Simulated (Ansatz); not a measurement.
# C in Ansatz: further runs

One slab, C, is run at these levels: PBEsol; tasks: single point, equation of state.

Everything below comes from runs of Ansatz 0.2.0. Logs are shortened: lines on timing, memory, paths and dates and some standing lists are left out, and cuts for length are marked.

## (1) The slab as given

The cell holds a slab with vacuum, 2 atoms: a = 2.456 Å, b = 2.456 Å, c = 8.524 Å, α = 90.00°, β = 90.00°, γ = 120.00°.

## (2) Single point, PBEsol, 20.93 Å³/atom (volume scaled by 0.94)

The input, input.yaml:

```yaml
crystal:
  lattice:
    - [2.4060301715, 0.0, 0.0]
    - [-1.2030150858, 2.0836832508, 0.0]
    - [0.0, 0.0, 8.3497993649]
  atoms:
    - { symbol: C, position: [0.6666666667, 0.3333333333, 0.0] }
    - { symbol: C, position: [0.3333333333, 0.6666666667, 0.0] }
kpoints:
  mp_grid: { grid: [12, 12, 3] }
scf:
  occupations: { method: fermi_dirac, width: 0.05 }
hamiltonian:
  xc: pbesol
  pseudopotentials: { kind: all_electron, lapw: { basis_error: 0.001 } }
output:
  forces: true
  stress: true
  eigenvalues: true
```

Potentials or basis: all-electron LAPW, scalar-relativistic.

The run is started by

```console
ansatz run input.yaml --threads 1 --pin off --max-ram 3072MiB --backend cpu --events-out ev --progress --plain --runs-dir out
```

Standard output:

```text
Warning: RAYON_NUM_THREADS=1 ignored (pool sized by the plan → 1); use --threads N
LAPW: plane waves up to 12.021 Å⁻¹, error target 1.0e-3 eV per atom; small_component_spin mean_spin; C in spheres of 0.695 Å, 6 of its electrons in bands, Dirac shells [] (how accurate: hamiltonian.pseudopotentials.lapw.basis_error, Limitations)
Engine: ansatz 0.2.0, x86_64-unknown-linux-gnu
Pseudopotentials: kind: all_electron
Pseudopotential: C, LAPW, valence charge 6, lapw/all_electron/scalar/gaussian/C, Koelling and Harmon's equation, gaussian nucleus
Functional definition: PBEsol
  exchange = pbesol_x
  correlation = pbesol_c
Crystal: 2 atoms, lattice volume = 41.861 Å³
Basis set: ecut = 550.5441315925543 eV, 1201 PW (Γ), exchange–correlation at level 2
Bands: 10, of which v1, the nominal top of the filled ones, is band 6 counted from 1 (5 counted from 0)
Symmetry: 24 space group operations
Space group: P6/mmm (ITA 191), of the structure as read, at distance tolerance 3.5e-5 Å
k-points: 38 of 432
Non-local potential: C, projectors of the file, none
Initial density: superposition of atomic densities (neutral atoms: chi_scale 0, normalization atom)
Initial wavefunctions: plane waves of lowest kinetic energy (no species holds an atomic orbital)
Functional: x = pbesol(κ = 0.804, μ = 0.12345679012345678), c = pbesol(β = 0.046)
iter 1 solved again at ethr=2.64e-2 eV; its pass at ethr=1.00e-1 eV (dr2=3.17e0 eV) is discarded
SCF iter   1: F=—  HF=-2066.755806 eV  |F-HF|=—  |Δ(HF+E_count)|=         —  Δρ=9.05e-2  dr2=3.18e0  ethr=2.64e-2  ⟨swp⟩=2.2  Hψ=2629  notcnv=0
preconditioner: auto → LDOS  [metal: Δε(μ)=0.000 eV  Ē_g=19.475 eV  σ=0.050 eV  W_gap=0.00  n_scr=4 (ndim 8)  ℏωp=16.2 eV  f_vac=0.552  D(μ)=0.28/eV (n_scr^D=2)  β→1.0]
iter 2 solved again at ethr=5.27e-4 eV; its pass at ethr=2.64e-2 eV (dr2=6.33e-2 eV) is discarded
SCF iter   2: F=—  HF=-2065.161977 eV  |F-HF|=—  |Δ(HF+E_count)|=    1.59e0  Δρ=2.11e-2  dr2=6.32e-2  ethr=5.27e-4  ⟨swp⟩=2.2  Hψ=2183  notcnv=0
SCF iter   3: F=—  HF=-2065.162684 eV  |F-HF|=—  |Δ(HF+E_count)|=         —  Δρ=2.26e-3  dr2=1.56e-3  ethr=5.27e-4  ⟨swp⟩=3.1  Hψ=1241  notcnv=0  defer=1
the basis was enlarged: its passes take 60.1 KiB over the memory plan, 1 of 1 planned eigensolver slots
SCF iter   4: F=—  HF=-2065.162601 eV  |F-HF|=—  |Δ(HF+E_count)|=   8.23e-5  Δρ=1.94e-4  dr2=5.49e-6  ethr=1.30e-5  ⟨swp⟩=3.0  Hψ=1115  notcnv=0
SCF iter   5: F=—  HF=-2065.162607 eV  |F-HF|=—  |Δ(HF+E_count)|=   6.18e-6  Δρ=2.26e-5  dr2=1.11e-7  ethr=4.58e-8  ⟨swp⟩=3.0  Hψ=1027  notcnv=0
SCF iter   6: F=-2065.162608 eV  HF=-2065.162608 eV  |F-HF|=3.14e-10  |Δ(HF+E_count)|=   1.03e-7  Δρ=1.62e-6  dr2=7.93e-10  ethr=9.26e-10  ⟨swp⟩=3.0  Hψ=1044  notcnv=0
SCF 1 converged in 6 iterations: F = -2065.162608 eV  dr2 = 7.93e-10
SCF converged after 6 iterations
Free energy (F): -2065.162608 eV
Harris-Foulkes:  -2065.162608 eV  (|F-HF|=3.14e-10)
Internal energy: -2065.160682 eV  (E = F + TS)
E sigma→0 (E₀):  -2065.161645 eV
Entropy (-TS):   -0.001925 eV (-0.963 meV/atom)
Fermi energy:    0.643862 eV
--- Per-component energies (eV) ---
  E_band       = -1124.459959
  E_kinetic    = 2063.040496
  E_xc         = -286.655586
  E_electrostatic = -3841.545592  (all electrons and nuclei)
  E_smearing   = -0.001925  (= −TS)
  E_closure    = 0.000000  (closes the sum)
  E_atoms      = -2045.934717  (free atoms, spherical and without spin; not in F)
  Σ components = -2065.162608   (vs F -2065.162608, Δ=0.00e0)
  Basis errors (estimates in eV, not in F): energy 7.0e-4 per atom: plane waves 6.5e-4 (4.3e-4 summed), levels above the bands 3.6e-78, relativity 1.1e-8, radial functions 4.7e-5, core shells 0.0e0; eigenvalues (radial functions only) 2.3e-6; not estimated: angular momenta, meshes, grids; target (lapw.basis_error) 1.0e-3; muffin-tin radii C 0.695 Å
--- Forces (eV/Å), atoms counted from 1 ---
  atom   1  C      0.00000000     0.00000000     0.00000000
  atom   2  C      0.00000000    -0.00000000     0.00000000
  max |Σ_I F_I| component: 1.48e-16 eV/Å
--- Stress (GPa, compression-positive) ---
       12.068868       0.000000       0.000000
        0.000000      12.068868       0.000000
        0.000000       0.000000      -0.003392
  P = ⅓ Tr σ = 8.0448 GPa (80.448 kbar)
--- Band table (eV; the first three rows and the last of 38) ---
  k-point 0: bands = ["-263.6030", "-263.5673", "-19.4362", "-7.5129", "-2.3344", "-2.3344", "3.5353", "6.0286", "7.6342", "9.4207"]
  k-point 1: bands = ["-263.6030", "-263.5673", "-19.4362", "-7.5132", "-2.3344", "-2.3344", "3.8974", "4.9304", "9.1625", "9.4206"]
  k-point 2: bands = ["-263.6025", "-263.5678", "-19.2651", "-7.3045", "-3.0040", "-2.7024", "3.7694", "6.2580", "7.8536", "9.5113"]
  k-point 37: bands = ["-263.5851", "-263.5851", "-12.1077", "-12.1077", "-10.5121", "0.6438", "0.6438", "11.2435", "14.1133", "14.1133"]
```

Wall time 5.4 s (1 thread of AMD EPYC 7R43 (Zen 3), shared host); peak memory 0.44 GiB.

Results:

```
Free energy            : -2065.1626 eV
Band gap on the k mesh : none (metal or under the smearing width)
```

## (3) Single point, PBEsol, 21.38 Å³/atom (volume scaled by 0.96)

Edit input.yaml of step 2 so:

```diff
@@ -2,5 +2,5 @@
   lattice:
-    - [2.4060301715, 0.0, 0.0]
-    - [-1.2030150858, 2.0836832508, 0.0]
-    - [0.0, 0.0, 8.3497993649]
+    - [2.4229746043, 0.0, 0.0]
+    - [-1.2114873021, 2.09835756, 0.0]
+    - [0.0, 0.0, 8.4086027063]
   atoms:
```

Potentials or basis: all-electron LAPW, scalar-relativistic.

The run is started by

```console
ansatz run input.yaml --threads 1 --pin off --max-ram 3072MiB --backend cpu --events-out ev --progress --plain --runs-dir out
```

It took 5.2 s on 1 thread of AMD EPYC 7R43 (Zen 3), shared host; peak memory 0.44 GiB.

Results (log left out):

| Item | Value |
| --- | --- |
| Free energy | -2065.1994 eV |
| Band gap on the k mesh | none (metal or under the smearing width) |

## (4) Single point, PBEsol, 21.82 Å³/atom (volume scaled by 0.98)

Edit input.yaml of step 3 so:

```diff
@@ -2,5 +2,5 @@
   lattice:
-    - [2.4229746043, 0.0, 0.0]
-    - [-1.2114873021, 2.09835756, 0.0]
-    - [0.0, 0.0, 8.4086027063]
+    - [2.439685302, 0.0, 0.0]
+    - [-1.219842651, 2.1128294488, 0.0]
+    - [0.0, 0.0, 8.4665949023]
   atoms:
```

The run is started by

```console
ansatz run input.yaml --threads 1 --pin off --max-ram 3072MiB --backend cpu --events-out ev --progress --plain --runs-dir out
```

It took 5.2 s on 1 thread of AMD EPYC 7R43 (Zen 3), shared host; peak memory 0.44 GiB.

The run converged. Its results:

```yaml
Free_energy: -2065.2214 eV
Band_gap_on_the_k_mesh: none (metal or under the smearing width)
```

## (5) Single point, PBEsol, 22.27 Å³/atom

Edit input.yaml of step 4 so:

```diff
@@ -2,5 +2,5 @@
   lattice:
-    - [2.439685302, 0.0, 0.0]
-    - [-1.219842651, 2.1128294488, 0.0]
-    - [0.0, 0.0, 8.4665949023]
+    - [2.4561701622, 0.0, 0.0]
+    - [-1.2280850811, 2.1271057565, 0.0]
+    - [0.0, 0.0, 8.52380336]
   atoms:
```

The run is started by

```console
ansatz run input.yaml --threads 1 --pin off --max-ram 3072MiB --backend cpu --events-out ev --progress --plain --runs-dir out
```

It took 5.1 s on 1 thread of AMD EPYC 7R43 (Zen 3), shared host; peak memory 0.44 GiB.

The run converged. Its results:

```
Free energy            : -2065.2297 eV
Band gap on the k mesh : none (metal or under the smearing width)
```

## (6) Single point, PBEsol, 22.71 Å³/atom (volume scaled by 1.02)

Edit input.yaml of step 5 so:

```diff
@@ -2,5 +2,5 @@
   lattice:
-    - [2.4561701622, 0.0, 0.0]
-    - [-1.2280850811, 2.1271057565, 0.0]
-    - [0.0, 0.0, 8.52380336]
+    - [2.4724366638, 0.0, 0.0]
+    - [-1.2362183319, 2.1411929601, 0.0]
+    - [0.0, 0.0, 8.580254034]
   atoms:
```

Potentials or basis: all-electron LAPW, scalar-relativistic.

The run is started by

```console
ansatz run input.yaml --threads 1 --pin off --max-ram 3072MiB --backend cpu --events-out ev --progress --plain --runs-dir out
```

Run time: 5.2 s. Hardware: 1 thread of AMD EPYC 7R43 (Zen 3), shared host; peak memory 0.44 GiB.

It converged, with:

| Item | Value |
| --- | --- |
| Free energy | -2065.2257 eV |
| Band gap on the k mesh | none (metal or under the smearing width) |

## (7) Single point, PBEsol, 23.16 Å³/atom (volume scaled by 1.04)

Edit input.yaml of step 6 so:

```diff
@@ -2,5 +2,5 @@
   lattice:
-    - [2.4724366638, 0.0, 0.0]
-    - [-1.2362183319, 2.1411929601, 0.0]
-    - [0.0, 0.0, 8.580254034]
+    - [2.4884918972, 0.0, 0.0]
+    - [-1.2442459486, 2.1550972001, 0.0]
+    - [0.0, 0.0, 8.6359715305]
   atoms:
```

The run is started by

```console
ansatz run input.yaml --threads 1 --pin off --max-ram 3072MiB --backend cpu --events-out ev --progress --plain --runs-dir out
```

It took 5.4 s on 1 thread of AMD EPYC 7R43 (Zen 3), shared host; peak memory 0.43 GiB.

The run converged. Its results:

```yaml
Free_energy: -2065.2104 eV
Band_gap_on_the_k_mesh: none (metal or under the smearing width)
```

## (8) Single point, PBEsol, 23.60 Å³/atom (volume scaled by 1.06)

Edit input.yaml of step 7 so:

```diff
@@ -2,5 +2,5 @@
   lattice:
-    - [2.4884918972, 0.0, 0.0]
-    - [-1.2442459486, 2.1550972001, 0.0]
-    - [0.0, 0.0, 8.6359715305]
+    - [2.5043425914, 0.0, 0.0]
+    - [-1.2521712957, 2.168824304, 0.0]
+    - [0.0, 0.0, 8.6909792017]
   atoms:
```

The run is started by

```console
ansatz run input.yaml --threads 1 --pin off --max-ram 3072MiB --backend cpu --events-out ev --progress --plain --runs-dir out
```

It took 5.2 s on 1 thread of AMD EPYC 7R43 (Zen 3), shared host; peak memory 0.43 GiB.

The run converged. Its results:

| Property | Result |
| --- | --- |
| Free energy | -2065.1846 eV |
| Band gap on the k mesh | none (metal or under the smearing width) |

## (9) Equation of state, PBEsol

Potentials or basis: all-electron LAPW, scalar-relativistic.

This step only gathers the single runs of the series.

What came out:

```
Equilibrium volume                        : 22.34 Å³/atom
Bulk modulus at fixed shape and positions : 110 GPa
Pressure derivative of the bulk modulus   : 3.5
```

Energy against volume, from the lowest point:
```
volume (Å³/atom)  energy (meV/atom)
          20.930              33.57
          21.376              15.16
          21.821               4.18
          22.266               0.00
          22.712               2.02
          23.157               9.70
          23.602              22.55
```

Caveat: the cell was scaled at fixed shape and fractional positions, which overstates the stiffness of a crystal with free parameters, most of all of layers and chains.
